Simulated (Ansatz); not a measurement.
# Transmission past a defect: (4,0) C nanotube, Mn in place of one C, part 3 of 4

What does the defect do to the conductance?

Ansatz 0.2.0; DFT PBE, plane waves, PAW; relaxation of a wire's period (the session's first sound run).

So far, conductance of the lead as this run defines it (G₀): step 3 (the perfect wire) 3.00.

## Step 4: Relaxation of the scattering region

This step: DFT PBE, plane waves, PAW; relaxation of a junction in a wire, ends held (Ansatz 0.2.0).

System of this step: (4,0) C nanotube, Mn in place of one C. The cell holds 112 atoms: 111 C and 1 Mn. Its edges and angles: a = 9.932 Å, b = 9.932 Å, c = 29.514 Å, α = 90.0°, β = 90.0°, γ = 90.0°. Regions: held atoms, 64 atoms (64 C); free atoms, 48 atoms (47 C and 1 Mn). Vacuum lies along a and b. The structure's axis is c.

48 atoms at the defect are free to relax, while 64 stay where the perfect wire has them, so that the ends still repeat as a lead.

input.yaml

```yaml
crystal:
  lattice:
    - [9.932, 0.0, 0.0]
    - [0.0, 9.932, 0.0]
    - [0.0, 0.0, 29.5143867561]
  atoms:
    - { symbol: C, position: [0.330192767, 0.499977252, 0.000295283] }
    - { symbol: C, position: [0.499977252, 0.669761737, 0.000295283] }
    - { symbol: C, position: [0.499977252, 0.330192767, 0.000295283] }
    - { symbol: C, position: [0.669761737, 0.499977252, 0.000295283] }
    - { symbol: C, position: [0.330192767, 0.499977252, 0.047323765] }
    - { symbol: C, position: [0.499977252, 0.669761737, 0.047323765] }
    - { symbol: C, position: [0.499977252, 0.330192767, 0.047323765] }
    - { symbol: C, position: [0.669761737, 0.499977252, 0.047323765] }
    - { symbol: C, position: [0.379906113, 0.62004839, 0.071729675] }
    - { symbol: C, position: [0.379906113, 0.379906113, 0.071729675] }
    - { symbol: C, position: [0.62004839, 0.62004839, 0.071729675] }
    - { symbol: C, position: [0.62004839, 0.379906113, 0.071729675] }
    - { symbol: C, position: [0.379906113, 0.62004839, 0.118746516] }
    - { symbol: C, position: [0.379906113, 0.379906113, 0.118746516] }
    - { symbol: C, position: [0.62004839, 0.62004839, 0.118746516] }
    - { symbol: C, position: [0.62004839, 0.379906113, 0.118746516] }
    - { symbol: C, position: [0.330192767, 0.499977252, 0.143152426] }
    - { symbol: C, position: [0.499977252, 0.669761737, 0.143152426] }
    - { symbol: C, position: [0.499977252, 0.330192767, 0.143152426] }
    - { symbol: C, position: [0.669761737, 0.499977252, 0.143152426] }
    - { symbol: C, position: [0.330192767, 0.499977252, 0.190180908] }
    - { symbol: C, position: [0.499977252, 0.669761737, 0.190180908] }
    - { symbol: C, position: [0.499977252, 0.330192767, 0.190180908] }
    - { symbol: C, position: [0.669761737, 0.499977252, 0.190180908] }
    - { symbol: C, position: [0.379906113, 0.62004839, 0.214586817] }
    - { symbol: C, position: [0.379906113, 0.379906113, 0.214586817] }
    - { symbol: C, position: [0.62004839, 0.62004839, 0.214586817] }
    - { symbol: C, position: [0.62004839, 0.379906113, 0.214586817] }
    - { symbol: C, position: [0.379906113, 0.62004839, 0.261603659] }
    - { symbol: C, position: [0.379906113, 0.379906113, 0.261603659] }
[... 76 atom lines left out ...]
    - { symbol: C, position: [0.62004839, 0.62004839, 0.928872532] }
    - { symbol: C, position: [0.62004839, 0.379906113, 0.928872532] }
    - { symbol: C, position: [0.379906113, 0.62004839, 0.975889373] }
    - { symbol: C, position: [0.379906113, 0.379906113, 0.975889373] }
    - { symbol: C, position: [0.62004839, 0.62004839, 0.975889373] }
    - { symbol: C, position: [0.62004839, 0.379906113, 0.975889373] }
magnetization:
  spin_polarized: true
kpoints:
  mp_grid: { grid: [1, 1, 1] }
scf:
  occupations: { method: fermi_dirac, width: 0.1 }
hamiltonian:
  xc: pbe
relax:
  constraints:
    - { sites: [0, 1, 2, 3, 4, 5, 6, 7, 8, 9, 10, 11, 12, 13, 14, 15, 16, 17, 18, 19, 20, 21, 22, 23, 24, 25, 26, 27, 28, 29, 30, 31, 80, 81, 82, 83, 84, 85, 86, 87, 88, 89, 90, 91, 92, 93, 94, 95, 96, 97, 98, 99, 100, 101, 102, 103, 104, 105, 106, 107, 108, 109, 110, 111] }
  f_tol: 0.04
  max_steps: 35
```

Launch:

```console
$ ansatz run input.yaml --threads 16 --pin off --max-ram 61440MiB --backend cuda --events-out ev --progress --plain --runs-dir out --max-vram 78GiB
```

Numbers of over 12 decimals in the logs are rounded to 6 here.

Log:

```text
[...]
GPU FFT provider: cuFFT
GPU libraries: cuBLAS 13.8.1, cuFFT 12.4.0, cuSOLVER 12.3.2
[...]
Crystal: 112 atoms, lattice volume = 2911.436 Å³
Basis set: ecut = 420 eV, 56911 PW (Γ), exchange–correlation on 144×144×400 points (8 copies of the dense FFT grid, shifted against one another)
Bands: 344, of which v1, the nominal top of the filled ones, is band 230 counted from 1 (229 counted from 0)
Symmetry: 2 space group operations
[...]
k-points: 1
[...]
Starting moments: Σ|m| = 4 μB on 1 of 112 sites
[...]
GPU buffer pool allocated for 1036800 grid points (all kernels)
[...]
SCF iter   1: F=—  HF=-31715.111030 eV  |F-HF|=—  |Δ(HF+E_count)|=         —  Δρ=4.06e-2 (↑3.84e-2 ↓4.06e-2)  dr2=1.60e2  dr2_m=5.44e0  M=1.957 μB ∫|m|=2.585 μB  β_m=0.30  ethr=3.10e-3  ⟨swp⟩=6.5  Hψ=3344  notcnv=0  defer=111
[...]
spin=Collinear: LDOS preconditioning applied to the charge; magnetization (m = ρ↑ − ρ↓) channel mixes plain (no charge-response kernel on spin).
SCF iter   2: F=—  HF=-31677.242743 eV  |F-HF|=—  |Δ(HF+E_count)|=    3.79e1  Δρ=2.64e-2 (↑2.44e-2 ↓2.64e-2)  dr2=5.73e1  dr2_m=3.29e0  M=1.955 μB ∫|m|=2.497 μB  β_m=0.30  ethr=3.10e-3  ⟨swp⟩=3.0  Hψ=1325  notcnv=0  defer=181
[...]
SCF iter   7: F=—  HF=-31658.834824 eV  |F-HF|=—  |Δ(HF+E_count)|=   5.53e-2  Δρ=3.51e-3 (↑3.46e-3 ↓3.51e-3)  dr2=3.10e-3  dr2_m=3.24e-1  M=1.642 μB ∫|m|=2.213 μB  β_m=0.30  ethr=3.29e-6  ⟨swp⟩=2.0  Hψ=1155  notcnv=0  defer=182
[...]
spin-set hold released at iteration 7 (site moments contracting): the magnetisation degrees of freedom join the quasi-Newton model from the next iteration; the mixer history was flushed
SCF iter   8: F=—  HF=-31658.866279 eV  |F-HF|=—  |Δ(HF+E_count)|=   3.15e-2  Δρ=2.81e-3 (↑2.80e-3 ↓2.81e-3)  dr2=2.31e-3  dr2_m=2.10e-1  M=1.601 μB ∫|m|=2.177 μB  β_m=0.54  ethr=6.75e-7  ⟨swp⟩=3.0  Hψ=1130  notcnv=0  defer=182
[...]
SCF iter  14: F=-31658.927450 eV  HF=-31658.927449 eV  |F-HF|=3.44e-7  |Δ(HF+E_count)|=   1.67e-6  Δρ=4.23e-6 (↑4.23e-6 ↓3.89e-6)  dr2=1.89e-7  dr2_m=4.20e-7  M=1.376 μB ∫|m|=1.923 μB  ethr=1.79e-9  ⟨swp⟩=3.0  Hψ=1608  notcnv=0
SCF 1 converged in 14 iterations: F = -31658.927450 eV  dr2 = 1.89e-7
[...]
relax step   1: F+E_penalty+E_count = -31658.92744969 eV  Δ(F+E_penalty+E_count) = +0.000e0 eV  max|allowed force component| = 2.218e1 eV/Å  Δτ_max = 0.0000 Å  (14 SCF iters, dr2 threshold 4.00e-5 eV, accepted)
[...]
GPU FFT provider: cuFFT
GPU libraries: cuBLAS 13.8.1, cuFFT 12.4.0, cuSOLVER 12.3.2
[...]
Starting moments: Σ|m| = 4 μB on 1 of 112 sites; this step starts from the density that it was given
[...]
GPU buffer pool allocated for 1036800 grid points (all kernels)
[...]
SCF iter  10: F=-31664.187748 eV  HF=-31664.187751 eV  |F-HF|=2.93e-6  |Δ(HF+E_count)|=   1.34e-5  Δρ=1.06e-5 (↑9.39e-6 ↓1.06e-5)  dr2=6.28e-6  dr2_m=1.86e-6  M=1.767 μB ∫|m|=2.423 μB  ethr=4.46e-9  ⟨swp⟩=1.0  Hψ=1676  notcnv=0
SCF 2 converged in 10 iterations: F = -31664.187748 eV  dr2 = 6.28e-6
[...]
relax step   2: F+E_penalty+E_count = -31664.18774846 eV  Δ(F+E_penalty+E_count) = -5.260e0 eV  max|allowed force component| = 1.069e1 eV/Å  Δτ_max = 0.1473 Å  (10 SCF iters, dr2 threshold 1.00e-4 eV, accepted)
[...]
GPU FFT provider: cuFFT
GPU libraries: cuBLAS 13.8.1, cuFFT 12.4.0, cuSOLVER 12.3.2
[...]
GPU buffer pool allocated for 1036800 grid points (all kernels)
[...]
SCF iter   9: F=-31667.056872 eV  HF=-31667.056875 eV  |F-HF|=2.77e-6  |Δ(HF+E_count)|=   1.55e-5  Δρ=1.72e-5 (↑1.19e-5 ↓1.72e-5)  dr2=1.04e-5  dr2_m=3.23e-6  M=2.139 μB ∫|m|=3.164 μB  ethr=2.18e-8  ⟨swp⟩=2.0  Hψ=1788  notcnv=0
SCF 3 converged in 9 iterations: F = -31667.056872 eV  dr2 = 1.04e-5
[...]
relax step   3: F+E_penalty+E_count = -31667.05687238 eV  Δ(F+E_penalty+E_count) = -2.869e0 eV  max|allowed force component| = 3.815e0 eV/Å  Δτ_max = 0.1992 Å  (9 SCF iters, dr2 threshold 1.00e-4 eV, accepted)
[...]
relax step   4: F+E_penalty+E_count = -31667.83659312 eV  Δ(F+E_penalty+E_count) = -7.797e-1 eV  max|allowed force component| = 3.207e0 eV/Å  Δτ_max = 0.2000 Å  (17 SCF iters, dr2 threshold 1.00e-4 eV, accepted)
[...]
relax step   5: F+E_penalty+E_count = -31668.32546689 eV  Δ(F+E_penalty+E_count) = -4.889e-1 eV  max|allowed force component| = 7.835e-1 eV/Å  Δτ_max = 0.1996 Å  (15 SCF iters, dr2 threshold 1.00e-4 eV, accepted)
[...]
relax step   6: F+E_penalty+E_count = -31668.30742334 eV  Δ(F+E_penalty+E_count) = +1.804e-2 eV  max|allowed force component| = 1.161e0 eV/Å  Δτ_max = 0.2000 Å  (16 SCF iters, dr2 threshold 3.84e-5 eV, rejected (line search))
[...]
relax step   7: F+E_penalty+E_count = -31668.46714055 eV  Δ(F+E_penalty+E_count) = -1.417e-1 eV  max|allowed force component| = 2.387e-1 eV/Å  Δτ_max = 0.1000 Å  (22 SCF iters, accepted)
[...]
relax step   8: F+E_penalty+E_count = -31668.41592910 eV  Δ(F+E_penalty+E_count) = +5.121e-2 eV  max|allowed force component| = 9.095e-1 eV/Å  Δτ_max = 0.0572 Å  (14 SCF iters, dr2 threshold 3.56e-6 eV, rejected (line search))
[...]
GPU FFT provider: cuFFT
GPU libraries: cuBLAS 13.8.1, cuFFT 12.4.0, cuSOLVER 12.3.2
[...]
GPU buffer pool allocated for 1036800 grid points (all kernels)
[...]
SCF iter   1: F=—  HF=-31668.492458 eV  |F-HF|=—  |Δ(HF+E_count)|=         —  Δρ=8.44e-4 (↑8.28e-4 ↓8.44e-4)  dr2=6.26e-2  dr2_m=1.61e-3  M=1.913 μB ∫|m|=3.918 μB  β_m=0.30  ethr=1.15e-4  ⟨swp⟩=2.0  Hψ=1311  notcnv=0  defer=175
[...]
SCF iter  21: F=-31668.477531 eV  HF=-31668.477531 eV  |F-HF|=2.27e-8  |Δ(HF+E_count)|=   5.85e-9  Δρ=4.34e-7 (↑3.21e-7 ↓4.34e-7)  dr2=2.65e-8  dr2_m=1.83e-9  M=1.913 μB ∫|m|=3.903 μB  ethr=2.18e-11  ⟨swp⟩=3.0  Hψ=1284  notcnv=0
SCF 9 converged in 21 iterations: F = -31668.477531 eV  dr2 = 2.65e-8
relax step   9: F+E_penalty+E_count = -31668.47753057 eV  Δ(F+E_penalty+E_count) = -1.039e-2 eV  max|allowed force component| = 2.940e-2 eV/Å  Δτ_max = 0.0182 Å  (21 SCF iters, accepted)
SCF converged after 21 iterations
Magnetization: 1.9127 μB (230.4564 up, 228.5436 down)
Absolute magnetization: 3.9036 μB (∫|ρ↑−ρ↓|, with the PAW one-centre terms)
[...]
Per-site moments (μB) at R_I (Å): [(-0.000187265, 0.572557), (-0.00424409, 0.572557), (-0.000929176, 0.572557), (-0.000187265, 0.572557), (-0.000547296, 0.572557), (0.00505017, 0.572557), (-0.000238796, 0.572557), (-0.000547296, 0.572557), (-0.00120894, 0.572415), (0.000988765, 0.572415), (-0.00120894, 0.572415), (0.000988765, 0.572415), (0.000264421, 0.572415), (-0.00114942, 0.572415), (0.000264421, 0.572415), (-0.0 [...]
Free energy (F): -31668.477531 eV
[...]
Internal energy: -31668.003485 eV  (E = F + TS)
E sigma→0 (E₀):  -31668.240508 eV
Entropy (-TS):   -0.474046 eV (-4.233 meV/atom)
Fermi energy:    -1.535489 eV
[...]
--- Forces (eV/Å), atoms counted from 1 ---
  atom   1  C      0.00877416    -0.00034344    -0.03760858
  atom   2  C      0.00000000    -0.02243247    -0.08630946
  atom   3  C      0.00000000     0.03103649    -0.07561844
  atom   4  C     -0.00877416    -0.00034344    -0.03760858
  atom   5  C      0.02525086     0.00457505     0.03362993
  atom   6  C      0.00000000    -0.05044591     0.08091657
  atom   7  C      0.00000000     0.03912024     0.06859310
  atom   8  C     -0.02525086     0.00457505     0.03362993
  atom   9  C      0.01614785    -0.02179462    -0.06401938
  atom  10  C      0.00996618     0.02549651    -0.05373596
  atom  11  C     -0.01614785    -0.02179462    -0.06401938
  atom  12  C     -0.00996618     0.02549651    -0.05373596
  atom  13  C      0.01800003    -0.02934781     0.06078952
  atom  14  C      0.00254360     0.03686397     0.05057863
  atom  15  C     -0.01800003    -0.02934781     0.06078952
  atom  16  C     -0.00254360     0.03686397     0.05057863
  atom  17  C      0.02135277     0.00790727    -0.00648317
  atom  18  C      0.00000000    -0.02295179    -0.03708152
  atom  19  C      0.00000000     0.01586392     0.00276412
  atom  20  C     -0.02135277     0.00790727    -0.00648317
  atom  21  C     -0.00583404     0.02979322     0.03409373
  atom  22  C      0.00000000     0.01357394     0.01071243
  atom  23  C      0.00000000    -0.05423362    -0.01529932
  atom  24  C      0.00583404     0.02979322     0.03409373
  atom  25  C      0.02113106    -0.00836430    -0.02014756
  atom  26  C      0.01008103    -0.02254927     0.05569736
  atom  27  C     -0.02113106    -0.00836430    -0.02014756
  atom  28  C     -0.01008103    -0.02254927     0.05569736
  atom  29  C     -0.02970719     0.14413613    -0.16308512
  atom  30  C      0.02502542    -0.14250277    -0.20859764
  atom  31  C      0.02970719     0.14413613    -0.16308512
  atom  32  C     -0.02502542    -0.14250277    -0.20859764
  atom  33  C     -0.00645737    -0.00353347    -0.00292623
  atom  34  C      0.00000000    -0.00449912     0.02939505
  atom  35  C      0.00000000     0.00419558     0.00004446
  atom  36  C      0.00645737    -0.00353347    -0.00292623
  atom  37  C     -0.00482655    -0.00689473    -0.00701862
  atom  38  C      0.00000000     0.00862227     0.01377317
  atom  39  C      0.00000000    -0.00462703     0.00780987
  atom  40  C      0.00482655    -0.00689473    -0.00701862
[...]
atom 101  C      0.00817454    -0.00771644     0.02701691
  atom 102  C      0.00000000    -0.02981637     0.07455593
  atom 103  C      0.00000000     0.02598825     0.08652643
  atom 104  C     -0.00817454    -0.00771644     0.02701691
  atom 105  C      0.00591793    -0.01571123    -0.05601173
  atom 106  C      0.01672315     0.02089824    -0.05870080
  atom 107  C     -0.00591793    -0.01571123    -0.05601173
  atom 108  C     -0.01672315     0.02089824    -0.05870080
  atom 109  C      0.01748882    -0.02870138     0.05590209
  atom 110  C      0.01393514     0.02461284     0.05323429
  atom 111  C     -0.01748882    -0.02870138     0.05590209
  atom 112  C     -0.01393514     0.02461284     0.05323429
  max |Σ_I F_I| component: 6.81e-5 eV/Å
--- Relaxed structure (9 steps of the walk, 7 accepted, 0 SCFs on fresh bases) ---
  F+E_penalty+E_count = -31668.47753057 eV   max|allowed force component| = 2.940e-2 eV/Å
  atoms:
    - { symbol: C, position: [0.33019276675, 0.499977, 0.000295283] }
    - { symbol: C, position: [0.499977, 0.669761737, 0.000295283] }
    - { symbol: C, position: [0.499977, 0.330192767, 0.000295283] }
    - { symbol: C, position: [0.66976173675, 0.499977, 0.000295283] }
    - { symbol: C, position: [0.33019276675, 0.499977, 0.047323765] }
    - { symbol: C, position: [0.499977, 0.669761737, 0.047323765] }
    - { symbol: C, position: [0.499977, 0.330192767, 0.047323765] }
    - { symbol: C, position: [0.66976173675, 0.499977, 0.047323765] }
    - { symbol: C, position: [0.37990611325, 0.62004839, 0.071730] }
    - { symbol: C, position: [0.37990611325, 0.379906113, 0.071730] }
    - { symbol: C, position: [0.62004839025, 0.62004839, 0.071730] }
    - { symbol: C, position: [0.62004839025, 0.379906113, 0.071730] }
    - { symbol: C, position: [0.37990611325, 0.62004839, 0.118747] }
    - { symbol: C, position: [0.37990611325, 0.379906113, 0.118747] }
    - { symbol: C, position: [0.62004839025, 0.62004839, 0.118747] }
    - { symbol: C, position: [0.62004839025, 0.379906113, 0.118747] }
    - { symbol: C, position: [0.33019276675, 0.499977, 0.143152426] }
    - { symbol: C, position: [0.499977, 0.669761737, 0.143152426] }
    - { symbol: C, position: [0.499977, 0.330192767, 0.143152426] }
    - { symbol: C, position: [0.66976173675, 0.499977, 0.143152426] }
    - { symbol: C, position: [0.33019276675, 0.499977, 0.190181] }
    - { symbol: C, position: [0.499977, 0.669761737, 0.190181] }
    - { symbol: C, position: [0.499977, 0.330192767, 0.190181] }
    - { symbol: C, position: [0.66976173675, 0.499977, 0.190181] }
    - { symbol: C, position: [0.37990611325, 0.62004839, 0.214587] }
    - { symbol: C, position: [0.37990611325, 0.379906113, 0.214587] }
    - { symbol: C, position: [0.62004839025, 0.62004839, 0.214587] }
    - { symbol: C, position: [0.62004839025, 0.379906113, 0.214587] }
    - { symbol: C, position: [0.37990611325, 0.62004839, 0.261604] }
    - { symbol: C, position: [0.37990611325, 0.379906113, 0.261604] }
    - { symbol: C, position: [0.62004839025, 0.62004839, 0.261604] }
    - { symbol: C, position: [0.62004839025, 0.379906113, 0.261604] }
    - { symbol: C, position: [0.330978, 0.499996, 0.285690] }
    - { symbol: C, position: [0.499977, 0.670995, 0.285857] }
    - { symbol: C, position: [0.499977, 0.330168, 0.286066] }
    - { symbol: C, position: [0.668976, 0.499996, 0.285690] }
    - { symbol: C, position: [0.330267, 0.499503, 0.332527] }
    - { symbol: C, position: [0.499977, 0.674711, 0.332970] }
    - { symbol: C, position: [0.499977, 0.330178, 0.333076] }
    - { symbol: C, position: [0.669688, 0.499503, 0.332527] }
[...]
- { symbol: Mn, position: [0.499977, 0.749807, 0.422868] }
[...]
- { symbol: C, position: [0.33019276675, 0.499977, 0.904467] }
    - { symbol: C, position: [0.499977, 0.669761737, 0.904467] }
    - { symbol: C, position: [0.499977, 0.330192767, 0.904467] }
    - { symbol: C, position: [0.66976173675, 0.499977, 0.904467] }
    - { symbol: C, position: [0.37990611325, 0.62004839, 0.928873] }
    - { symbol: C, position: [0.37990611325, 0.379906113, 0.928873] }
    - { symbol: C, position: [0.62004839025, 0.62004839, 0.928873] }
    - { symbol: C, position: [0.62004839025, 0.379906113, 0.928873] }
    - { symbol: C, position: [0.37990611325, 0.62004839, 0.975889] }
    - { symbol: C, position: [0.37990611325, 0.379906113, 0.975889] }
    - { symbol: C, position: [0.62004839025, 0.62004839, 0.975889] }
    - { symbol: C, position: [0.62004839025, 0.379906113, 0.975889] }
```

It took 13 s on 1 × NVIDIA GB200 with 16 threads of Arm Neoverse V2, shared host; peak memory 2 GiB; 37 s of CPU time.

Relaxation path:

| step | energy less that of the first step (eV) | largest force component (eV/Å) |
| --- | --- | --- |
| 1 | 0.0000 | 22.1784 |
| 2 | -5.2603 | 10.6870 |
| 3 | -8.1294 | 3.8149 |
| 4 | -8.9091 | 3.2066 |
| 5 | -9.3980 | 0.7835 |
| 6 | -9.3800 | 1.1613 |
| 7 | -9.5397 | 0.2387 |
| 8 | -9.4885 | 0.9095 |
| 9 | -9.5501 | 0.0294 |

Relaxation steps 6, 8 were tried and not accepted.

Forces are held to the 2 operations that the run works with; a distortion that breaks them can't arise in this run.

The atoms that moved most (Å):

| atom | dx | dy | dz | length |
| --- | --- | --- | --- | --- |
| Mn50 | 0.000 | 0.795 | -0.177 | 0.814 |
| C54 | 0.000 | 0.159 | 0.112 | 0.194 |
| C47 | 0.142 | 0.059 | -0.033 | 0.157 |
| C45 | -0.142 | 0.059 | -0.033 | 0.157 |
| C56 | -0.075 | 0.061 | 0.012 | 0.098 |
| C53 | 0.075 | 0.061 | 0.012 | 0.098 |
| C52 | -0.070 | 0.054 | -0.004 | 0.088 |
| C49 | 0.070 | 0.054 | -0.004 | 0.088 |

Numbers from this step:

| Item | Value |
| --- | --- |
| energy at zero smearing | -31668.2405 eV |
| total moment | 1.913 μB |
| absolute moment | 3.904 μB |

Site moment by element, in μB:

| element | atoms | mean | spread (r.m.s.) | least | largest |
| --- | --- | --- | --- | --- | --- |
| C | 111 | 0.00 | 0.02 | -0.13 | 0.02 |
| Mn | 1 | 1.87 | 0.00 | 1.87 | 1.87 |

The atoms farthest from the mean of their element:

| atom | x, y, z (Å) | site moment (μB) |
| --- | --- | --- |
| C54 | 4.97, 6.81, 14.16 | -0.13 |
| C45 | 3.63, 6.22, 11.90 | -0.05 |
| C47 | 6.30, 6.22, 11.90 | -0.05 |
| C56 | 6.58, 5.03, 14.06 | -0.02 |
| C53 | 3.35, 5.03, 14.06 | -0.02 |
| C57 | 3.77, 6.22, 14.81 | 0.02 |
| C59 | 6.16, 6.22, 14.81 | 0.02 |
| C43 | 6.18, 6.16, 10.53 | 0.01 |

The largest force component on a free atom ends at 0.029 eV/Å, under the limit of 0.04. Mn ends nearest to C at 1.79 Å, C at 1.90 Å and C at 1.90 Å; its sphere holds +1.87 μB.

(Continued in part 4 of 4.)

[Logs are printed without paths, hosts, clocks, repeated set-up lines and the standing remarks that a program may print on its own settings, such as how far it seeks lower states.]

[Hosts, paths, dates, database ids (printed as entryN), source tags and the programs' standing remarks are cut or masked in the printed files.]
